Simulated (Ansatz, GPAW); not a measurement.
LiH: GLLB-SC, run from Python

These are simulated results from GPAW 26.7.0, not measurements. The cell was built from a prototype and was relaxed with r2SCAN in plane waves (Ansatz 0.2.0). It may be hypothetical. It is a single sheet, repeated along a and b, with vacuum along c. All runs are without spin polarisation.

In-plane lattice: a = 3.088 Å, b = 3.088 Å, γ = 120.0°; thickness between the outer nuclei 0.00 Å. Around Li lie 3 H at 1.78 Å; around H lie 3 Li at 1.78 Å.

GLLB-SC is a model potential. Its fundamental gap is the Kohn-Sham gap plus a derivative discontinuity, which the script evaluates at the band edges among the listed k points. Its total energy isn't variational and serves nothing here.

run.py reads:

```python
import json
from ase import Atoms
from gpaw import GPAW, PW, FermiDirac

atoms = Atoms(['Li', 'H'],
              cell=[[3.087582, -0.0, 0.0], [-1.543791, 2.673924, 0.0], [0.0, 0.0, 24.6]],
              scaled_positions=[[0.333333, 0.666667, 0.333333], [0.666667, 0.333333, 0.333333]],
              pbc=True)
calc = GPAW(mode=PW(400), xc='GLLBSC', kpts={'size': (6, 6, 1), 'gamma': True},
            occupations=FermiDirac(0.02), maxiter=100, legacy_gpaw=True, txt='gpaw.txt')
atoms.calc = calc
res = {'energy': atoms.get_potential_energy(force_consistent=True)}
res['electrons'] = calc.get_number_of_electrons()
res['k'] = calc.get_ibz_k_points().tolist()
res['levels'] = [calc.get_eigenvalues(kpt=i).tolist() for i in range(len(res['k']))]
points = [[0.0, 0.0, 0.0], [0.5, 0.0, 0.0], [0.333333, 0.333333, 0.0]]
bands = calc.fixed_density(kpts=points, symmetry='off', nbands=round(res['electrons']) // 2 + 6, convergence={'bands': -2}, txt='bands.txt')
res['points'] = [bands.get_eigenvalues(kpt=i).tolist() for i in range(len(points))]
homo, lumo = bands.get_homo_lumo()
potential = calc.hamiltonian.xc.response.calculate_discontinuity_potential(homo, lumo)
res['discontinuity'] = bands.hamiltonian.xc.response.calculate_discontinuity(potential)
json.dump(res, open('results.json', 'w'))
print('free energy (eV):', round(res['energy'], 5))
```

Command: `python run.py`. It took 7.5 s on 1 thread of Arm Neoverse V1, with other jobs on the host, peak memory 0.2 GiB.

The log gpaw.txt, trimmed of paths, versions and times, then the last line on the terminal. An iter line gives the energy in eV and the logarithms of the changes of orbitals (plane waves alone) and density (c: converged):

```
___ ___ ___ _ _ _
 |   |   |_  | | | |

 | | | | | . | | | |

 |__ |  _|___|_____|  26.7.0
 |___|_|

Input parameters:
  kpts: {gamma: True,
         size: (6, 6, 1)}
  maxiter: 100
  mode: {ecut: 400.0,
         name: pw}
  occupations: {fixmagmom: False,
                name: fermi-dirac,
                width: 0.02}
  xc: GLLBSC

System changes: positions, numbers, cell, pbc, initial_charges, initial_magmoms

Initialize ...

species:
  Li:
    name:    Lithium
    Z:       3.0
    valence: 1
    core:    2
    charge:  0.0  # [|e|]
    compensation charges:
      type: gauss
      rc: 0.33  # [Å]
      lmax: 2
    cutoffs:
      filter: 1.91  # [Å]
      core: 2.55  # [Å]
    projectors
    | kind |    occ | energy [eV] | rcut [Å] |

    |------|--------|-------------|----------|

    |   2s |  1.000 |      -4.279 |    1.058 |

    |   2p |  0.000 |      -2.495 |    1.058 |

    |    s |        |      22.932 |    1.058 |

    Using partial waves for Li as LCAO basis

  H:
    name:    Hydrogen
    Z:       1.0
    valence: 1
    core:    0
    charge:  0.0  # [|e|]
    compensation charges:
      type: gauss
      rc: 0.15  # [Å]
      lmax: 2
    cutoffs:
      filter: 0.85  # [Å]
      core: 0.53  # [Å]
    projectors
    | kind |    occ | energy [eV] | rcut [Å] |

    |------|--------|-------------|----------|

    |   1s |  1.000 |     -10.450 |    0.476 |

    |    s |        |      16.761 |    0.476 |

    |    p |        |       0.000 |    0.476 |

    Using partial waves for H as LCAO basis

Reference energy: -212.938837  # eV

Spin-paired calculation

Convergence criteria:
 Maximum [total energy] change in last 3 cyles: 0.0005 eV / valence electron
 Maximum integral of absolute [dens]ity change: 0.0001 electrons / valence electron
 Maximum integral of absolute [eigenst]ate change: 4e-08 eV^2 / valence electron
 Maximum number of scf [iter]ations: 100
 (Square brackets indicate name in SCF output, whereas a 'c' in
 the SCF output indicates the quantity has converged.)

Symmetries present (total): 1

  ( 1  0  0)
  ( 0  1  0)
  ( 0  0  1)

36 k-points: 6 x 6 x 1 Monkhorst-Pack grid + [1/12,1/12,0.000000]
20 k-points in the irreducible part of the Brillouin zone
       k-points in crystal coordinates                weights
   0:     0.00000000    0.00000000    0.00000000          1/36
   1:     0.00000000    0.16666667    0.00000000          2/36
   2:     0.00000000    0.33333333    0.00000000          2/36
   3:     0.00000000    0.50000000    0.00000000          1/36
   4:     0.16666667   -0.33333333    0.00000000          2/36
   5:     0.16666667   -0.16666667    0.00000000          2/36
   6:     0.16666667    0.00000000    0.00000000          2/36
   7:     0.16666667    0.16666667    0.00000000          2/36
   8:     0.16666667    0.33333333    0.00000000          2/36
   9:     0.16666667    0.50000000    0.00000000          2/36
          ...
  19:     0.50000000    0.50000000    0.00000000          1/36

Wave functions: Plane wave expansion
  Cutoff energy: 400.000 eV
  Number of coefficients (min, max): 3585, 3729
  Pulay-stress correction: 0.000000 eV/Ang^3 (de/decut=0.000000)
  Using FFTW library
  ScaLapack parameters: grid=1x1, blocksize=None
  Wavefunction extrapolation:
    Improved wavefunction reuse through dual PAW basis

Occupation numbers: Fermi-Dirac:
  width: 0.0200  # eV

Eigensolver
   Davidson(niter=2)

Densities:
  Coarse grid: 15*15*120 grid
  Fine grid: 30*30*240 grid
  Total Charge: 0.000000

Density mixing:
  Method: separate
  Backend: msr1
  Linear mixing parameter: 0.05
  old densities: 10
  Width of damping distribution: 1.1
  Damping of long wavelength oscillations: 20

Hamiltonian:
  XC and Coulomb potentials evaluated on a 30*30*240 grid
  Using the GLLBSC Exchange-Correlation functional
  External potential:
    NoExternalPotential

XC parameters: GLLBSC functional being used consists of
  -----------------------------------------------------------------------
  | Weight | Module     | Description                                   |

  -----------------------------------------------------------------------
  |  1.000 | SCREENING  | GGA_X_PBE_SOL with 2 nearest neighbor stencil |

  |  1.000 | RESPONSE   | eps=0.0500 eV                                 |

  |  1.000 | XC         | GGA_C_PBE_SOL with 2 nearest neighbor stencil |

  -----------------------------------------------------------------------

Memory estimate:
  Process memory now: 116.66 MiB
  Calculator: 32.07 MiB
    Density: 14.38 MiB
      Arrays: 5.36 MiB
      Localized functions: 4.90 MiB
      Mixer: 4.12 MiB
    Hamiltonian: 3.62 MiB
      Arrays: 3.50 MiB
      XC: 0.00 MiB
      Poisson: 0.00 MiB
      vbar: 0.12 MiB
    Wavefunctions: 14.07 MiB
      Arrays psit_nG: 5.69 MiB
      Eigensolver: 0.57 MiB
      Projections: 0.02 MiB
      Projectors: 5.63 MiB
      PW-descriptor: 2.17 MiB

Total number of cores used: 1

Number of atoms: 2
Number of atomic orbitals: 5
Number of bands in calculation: 5
Number of valence electrons: 2
Bands to converge: occupied

... initialized

Initializing position-dependent things.

Density initialized from atomic densities
Creating initial wave functions:
  5 bands from LCAO basis set
Positions:
   0 Li    -0.000002    1.782617    8.199992    ( 0.0000,  0.0000,  0.0000)
   1 H      1.543793    0.891307    8.199992    ( 0.0000,  0.0000,  0.0000)

Unit cell:
           periodic     x           y           z      points  spacing
  1. axis:    yes    3.087582   -0.000000    0.000000    15     0.1783
  2. axis:    yes   -1.543791    2.673924    0.000000    15     0.1783
  3. axis:    yes    0.000000    0.000000   24.600000   120     0.2050

  Lengths:   3.087582   3.087582  24.600000
  Angles:   90.000000  90.000000 120.000004

Effective grid spacing dv^(1/3) = 0.1959

iter:   1    -6.786492
iter:   2    -7.095775   -1.24  -0.26
iter:   3    -6.030047   -1.17  -0.30
iter:   4    -5.700080   -1.43  -0.72
iter:   5    -5.682674   -2.79  -1.32
iter:   6    -5.665216   -3.44  -1.89
iter:   7    -5.670266   -4.78  -2.48
iter:   8    -5.671896   -6.11  -3.17
iter:   9    -5.672032   -7.41c -3.92
iter:  10    -5.672039c  -8.65c -4.73c

Converged after 10 iterations.

Energy contributions relative to reference atoms: (reference = -212.938837)

Kinetic:         +7.461754
Potential:       -6.971832
External:        +0.000000
XC:              -6.124432
Entropy (-ST):   -0.000000
Local:           -0.037529
SIC:             +0.000000
--------------------------
Free energy:     -5.672039
Extrapolated:    -5.672039

GLLBSC response reference energy: -7.32214 eV (from HOMO)

Showing only first 2 kpts
 Kpt  Band  Eigenvalues  Occupancy
  0     0     -8.96589    2.00000
  0     1     -2.11949    0.00000
  0     2      0.76923    0.00000

  1     0     -8.69822    2.00000
  1     1     -1.54186    0.00000
  1     2      1.13494    0.00000

Fermi level: -6.51965

Gap: 5.203 eV
Transition (v -> c):
  (s=0, k=14, n=0, [0.33, 0.33, 0.00]) -> (s=0, k=0, n=1, [0.00, 0.00, 0.00])
Direct/indirect transitions are different
Direct gap: 6.846 eV
Transition at: (s=0, k=0, n=0, [0.00, 0.00, 0.00])

free energy (eV): -5.67204
```

The gap in the log is over the mesh alone; results.json adds the listed points. GLLB-SC gives a gap of 8.29 eV (5.203 eV Kohn-Sham over the listed points plus 3.092 eV discontinuity). On the same cell, plane-wave PBE (Ansatz, 12×12×1 k points and the special points) gives a gap of 3.48 eV and r2SCAN a gap of 4.03 eV; on shared hosts these took about 3.9 and 9 core-seconds on the 2-atom cell, against 7.5 for the script. Semilocal gaps usually lie below measured ones.
